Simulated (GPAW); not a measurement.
## BN: single point with TB-mBJ

BN:

```
CELL_PARAMETERS angstrom
0.00000 3.49532 2.16609
1.25163 0.00000 2.16609
1.25163 3.49532 0.00000
ATOMIC_POSITIONS crystal
N 0.66665 0.66665 0.33335
B 0.00005 0.00005 0.99995
```

Measurements of this composition are mostly on another form, of space group No. 194.

| Quantity | Value |
| --- | --- |
| Program | GPAW 26.7.0 |
| Task | single point |
| Functional | TB-mBJ |
| Potentials or basis | GPAW PAW data sets for LDA (gpaw-data 1.2.1) |
| Cutoff | 800 eV |
| Basis | pw |
| k mesh | 10 × 10 × 10 |
| Occupations | fermi-dirac, width 0.05 eV |
| Spin | no spin polarisation |
| Maxiter | 150 |

- Band gap on the k mesh: 5.51 eV, indirect (least direct gap 6.52 eV)

Levels at points of the mesh, in eV from the valence-band top:
```tsv
k point	band 1	band 2	band 3	band 4	band 5	band 6	band 7
(0.00, 0.00, 0.00)	-18.73	-4.07	-1.85	-1.85	6.50	12.55	12.60
(0.00, 0.50, 0.50)	-15.71	-9.09	-4.51	-1.19	5.51	10.78	16.56
(0.50, 0.00, 0.50)	-18.59	-5.45	-1.87	-1.84	11.37	12.50	12.57
(0.50, 0.50, 0.00)	-15.79	-9.23	-4.48	-0.39	7.42	10.46	14.07
(0.50, 0.50, 0.50)	-15.76	-9.17	-4.48	-0.80	6.25	10.77	15.13
```

It took 3.8 min on 1 thread of Arm Neoverse V2 (shared host), peak memory 0.24 GiB.

Caveat: a model potential gives levels but no total energy. A k mesh can miss the band edges.
